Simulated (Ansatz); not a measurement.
# Si (Fmmm) in Ansatz: further runs, part 2 of 2

Ansatz 0.2.0. Earlier steps stand in the parts before.

### 11 Band structure, r2SCAN

input.yaml reads:

```yaml
crystal:
  lattice:
    - [0.0, 2.65989848, 4.6432435421]
    - [2.4222677723, 0.0, 4.6432435421]
    - [2.4222677723, 2.65989848, 0.0]
  atoms:
    - { symbol: Si, position: [0.2202307, 0.2202307, 0.7797693] }
    - { symbol: Si, position: [0.7797693, 0.7797693, 0.2202307] }
    - { symbol: Si, position: [0.27260572, 0.72739428, 0.27260572] }
    - { symbol: Si, position: [0.72739428, 0.27260572, 0.72739428] }
hamiltonian:
  xc: r2scan
  pseudopotentials: { kind: paw }
kpoints:
  mp_grid: { grid: [8, 8, 8] }
  band_path:
    path:
      - [[0.0, 0.0, 0.0], [0.5, 0.0, 0.5], [0.5, 0.1107102089, 0.6107102089], [0.0305829766, 0.5, 0.5305829766], [0.0, 0.5, 0.5], [0.0, 0.0, 0.0], [0.5, 0.5, 0.0], [0.9694170234, 0.5, 0.4694170234], [0.906805012, 0.406805012, 0.5], [0.5, 0.1107102089, 0.6107102089]]
      - [[0.5, 0.8892897911, 0.3892897911], [0.5, 0.5, 0.0]]
      - [[0.0, 0.5, 0.5], [0.093194988, 0.593194988, 0.5]]
      - [[0.906805012, 0.406805012, 0.5], [0.5, 0.0, 0.5]]
      - [[0.5, 0.5, 0.5], [0.0, 0.0, 0.0]]
    npoints: 14
scf:
  occupations: { method: fermi_dirac, width: 0.05 }
  n_extra_bands: 10
output:
  forces: true
  stress: true
  eigenvalues: true
  fatbands: false
```

Potentials or basis: Ansatz PAW.

On the command line:

```sh
ansatz run input.yaml --threads 2 --pin off --max-ram 5632MiB --backend cpu --events-out ev --progress --plain --runs-dir out
```

What it wrote:

```text
Warning: RAYON_NUM_THREADS=2 ignored (pool sized by the plan → 2); use --threads N
scf.n_extra_bands = 10 over 8 filled bands (N_el = 16.0): the run solves 18 bands
Engine: ansatz 0.2.0, x86_64-unknown-linux-gnu
Pseudopotentials: kind: paw
Pseudopotential: Si, paw, valence charge 4, recommended cutoff 500 eV (meta_gga), Si.paw.azcp
Functional definition: r2SCAN
  parameter k0 = 0.174
  parameter k1 = 0.065
  parameter a1 = 4.9479
  exchange = r2scan_x(k0 = k0, k1 = k1, a1 = a1)
  correlation = r2scan_c
Crystal: 4 atoms, lattice volume = 59.833 Å³
Basis set: ecut = 500 eV, 1521 PW (Γ), exchange–correlation on 160×160×108 points (64 copies of the dense FFT grid, shifted against one another)
Bands: 18, of which v1, the nominal top of the filled ones, is band 8 counted from 1 (7 counted from 0)
Symmetry: 8 space group operations
Space group: Fmmm (ITA 69), of the structure as read, at distance tolerance 3.9e-5 Å
k-points: 95 of 512
Non-local potential: Si, projectors of the file, l = 0: 2, l = 1: 2, l = 2: 2
PAW form: soft (Blöchl's): semilocal exchange-correlation on the pseudo side does not see the compensation charge
PAW frozen core: Si, regenerated for the run's functional (the file was generated under x = pbe(κ = 0.804, μ = 0.2195149727645171), c = pbe(β = 0.06672455060314922))
PAW one-centre angular grid: Si, 302 points (default); XC on 160 Gauss nodes
Initial density: superposition of atomic densities (neutral atoms: chi_scale 0, normalization atom), corrected by the library's trained network
Initial wavefunctions: pseudopotential atomic-orbital guess
Functional: x = r2scan, c = r2scan; τ floored in thin density (d = 2e-4 eV/Å³)
SCF iter   1: F=—  HF=-2554.421149 eV  |F-HF|=—  |Δ(HF+E_count)|=         —  Δρ=4.43e-3  dr2=7.87e-3  dr2_τ=2.14e-2  ethr=1.77e-3  ⟨swp⟩=5.5  Hψ=10201  notcnv=0  defer=105
preconditioner: auto → Kerker (q_TF=auto, 2.190 Å⁻¹)  [metal: Δε(μ)=0.024 eV  Ē_g=11.756 eV  σ=0.050 eV  W_gap=0.12  n_scr=10 (ndim 8)  ℏωp=19.2 eV  f_vac=0.000  D(μ)=1.48/eV (n_scr^D=10)]
SCF iter   2: F=—  HF=-2554.515133 eV  |F-HF|=—  |Δ(HF+E_count)|=   9.40e-2  Δρ=3.41e-3  dr2=4.35e-3  dr2_τ=1.97e-5  ethr=4.92e-5  ⟨swp⟩=2.0  Hψ=3890  notcnv=0  defer=292
SCF iter   3: F=—  HF=-2554.518296 eV  |F-HF|=—  |Δ(HF+E_count)|=   3.16e-3  Δρ=1.77e-4  dr2=1.60e-5  dr2_τ=9.20e-6  ethr=2.72e-5  ⟨swp⟩=2.0  Hψ=2822  notcnv=0  defer=292
SCF iter   4: F=—  HF=-2554.518394 eV  |F-HF|=—  |Δ(HF+E_count)|=   9.78e-5  Δρ=6.61e-5  dr2=2.26e-6  dr2_τ=2.29e-8  ethr=1.00e-7  ⟨swp⟩=2.0  Hψ=2190  notcnv=0  defer=292
SCF iter   5: F=—  HF=-2554.518396 eV  |F-HF|=—  |Δ(HF+E_count)|=   1.99e-6  Δρ=1.89e-5  dr2=1.77e-7  dr2_τ=1.65e-9  ethr=1.41e-8  ⟨swp⟩=2.2  Hψ=2165  notcnv=0  defer=292
SCF iter   6: F=-2554.518396 eV  HF=-2554.518396 eV  |F-HF|=1.44e-8  |Δ(HF+E_count)|=   1.49e-7  Δρ=4.41e-6  dr2=9.88e-9  dr2_τ=9.31e-11  ethr=6.25e-10  ⟨swp⟩=9.1  Hψ=9760  notcnv=0
SCF 1 converged in 6 iterations: F = -2554.518396 eV  dr2 = 9.88e-9
NSCF: frozen V_eff on 187 k-points
SCF converged after 6 iterations
Free energy (F): -2554.518396 eV
Harris-Foulkes:  -2554.518396 eV  (|F-HF|=1.44e-8)
Internal energy: -2554.506043 eV  (E = F + TS)
E sigma→0 (E₀):  -2554.512220 eV
Entropy (-TS):   -0.012353 eV (-3.088 meV/atom)
Fermi energy:    9.936340 eV
--- Per-component energies (eV) ---
  E_band       = 66.340216
  E_kinetic    = 166.143387
  E_local      = -4.245366  (includes V_loc(G=0)·N_el)
  E_nonlocal   = 98.540667
  E_hartree    = 4.991555
  E_xc         = -208.648639
  E_vxc        = -203.687471  (∫ρ·V_xc dr)
  E_paw        = -2076.815419  (= ΣΔE_a)
  E_vpaw       = -8.826294  (= ΣTr[D̂ρ^β])
  E_aug_tail   = 0.000019  (compensation charges beyond the density's cutoff)
  E_vtau       = 8.432474  (kinetic-family band-sum trace: ∫τ·v_τ [+ j·A + Jᵃ·Aᵃ] dr)
  E_ewald      = -534.166515
  E_core_change = -0.305732  (= ΣΔE_core)
  E_smearing   = -0.012353  (= −TS)
  E_closure    = 0.000000  (closes the sum)
  Σ components = -2554.518396   (vs F -2554.518396, Δ=0.00e0)
--- Forces (eV/Å), atoms counted from 1 ---
  atom   1  Si     0.00000000    -0.00000000     0.09262962
  atom   2  Si    -0.00000000     0.00000000    -0.09262962
  atom   3  Si    -0.00000000    -0.05153166    -0.00000000
  atom   4  Si     0.00000000     0.05153166     0.00000000
  max |Σ_I F_I| component: 3.12e-17 eV/Å
--- Stress (GPa, compression-positive) ---
        2.874084       0.000000       0.000000
        0.000000       3.091003       0.000000
        0.000000       0.000000       1.805154
  P = ⅓ Tr σ = 2.5901 GPa (25.901 kbar)
--- Band table (eV; the first three rows and the last of 95) ---
  k-point 0: bands = ["-4.7295", "1.7752", "2.7133", "6.9617", "7.4238", "7.4823", "7.8589", "8.0905", "8.6379", "11.4130", "12.0219", "15.3444", "16.4822", "18.0431", "18.9990", "19.0323", "19.7619", "20.2291"]
  k-point 1: bands = ["-4.5172", "1.4778", "3.3890", "5.2116", "6.0988", "7.2853", "7.7525", "9.3440", "9.8989", "12.4370", "13.2215", "13.7760", "16.0790", "17.5626", "18.2972", "19.0859", "19.4603", "19.6127"]
  k-point 2: bands = ["-3.8820", "1.2911", "2.6823", "4.3793", "4.8849", "7.5033", "8.2257", "10.2480", "11.0450", "11.9879", "13.8519", "14.4631", "15.4600", "16.2254", "17.2017", "18.5499", "18.8985", "19.4489"]
  k-point 94: bands = ["-3.1569", "-2.7659", "5.8742", "6.0699", "7.0757", "7.3227", "9.9266", "10.9963", "11.8421", "12.9185", "13.2418", "13.5881", "14.0967", "14.7419", "16.4836", "16.7513", "16.8420", "17.1204"]
```

Wall time 5.8 s (2 threads of Intel Xeon 6975P-C (Granite Rapids), shared host); peak memory 0.63 GiB.

What came out:

| Item | Value |
| --- | --- |
| Free energy | -2554.5184 eV |
| Pressure | 2.6 GPa |
| Largest force | 0.093 eV/Å |
| Band gap on the k mesh | none (metal or under the smearing width) |

Forces on the atoms (eV/Å):
```
Si   0.000  0.000  0.093
Si   0.000  0.000 -0.093
Si   0.000 -0.052  0.000
Si   0.000  0.052  0.000
```

Levels at the corners of the path, in eV from the Fermi level:
```
point  band 7  band 8  band 9  band 10  band 11  band 12
    Γ   -2.08   -1.85   -1.30     1.48     2.09     5.41
    Y   -3.13   -2.67   -2.16    -1.84     5.57     6.60
    C   -2.84   -2.40   -1.88    -1.50     4.28     5.09
    D   -2.70   -2.24   -1.73     1.56     4.66     5.32
    X   -2.71   -2.25   -1.75     1.54     4.88     5.60
    Γ   -2.08   -1.85   -1.30     1.48     2.09     5.41
    Z   -0.01    1.06    1.91     2.98     3.31     3.65
   D1   -2.70   -2.24   -1.73     1.56     4.66     5.32
    H   -3.48   -2.57   -0.91     1.96     3.80     4.19
    C   -2.84   -2.40   -1.88    -1.50     4.28     5.09
   C1   -2.84   -2.40   -1.88    -1.50     4.28     5.09
    Z   -0.01    1.06    1.91     2.98     3.31     3.65
    X   -2.71   -2.25   -1.75     1.54     4.88     5.60
   H1   -3.48   -2.57   -0.91     1.96     3.80     4.19
    H   -3.48   -2.57   -0.91     1.96     3.80     4.19
    Y   -3.13   -2.67   -2.16    -1.84     5.57     6.60
    L   -1.37    0.26    0.38     0.53     3.39     3.42
    Γ   -2.08   -1.85   -1.30     1.48     2.09     5.41
```

Caveat: the PAW data sets come from PBE, with cores solved anew for the run's functional, which leaves a small shift of forces and pressure.

### 12 The runs side by side

```tsv
task	level	cutoff (eV)	points for each segment of the path	gap on the mesh (eV)	pressure (GPa)	largest force (eV/Å)
band structure	LDA	420	14	none	-0.7	0.08
equation of state	LDA	420	-	-	-	-
band structure	r2SCAN	500	14	none	2.6	0.09
```

Alike in all rows: potentials or basis Ansatz PAW; no spin polarisation; cell as given; k mesh 8 × 8 × 8; smearing fermi-dirac 0.05 eV.

Caveats: the PAW data sets come from PBE, with cores solved anew for the run's functional, which leaves a small shift of forces and pressure (some runs).

Total energies depend on the potentials used, so only differences within one code and one set of settings carry meaning.
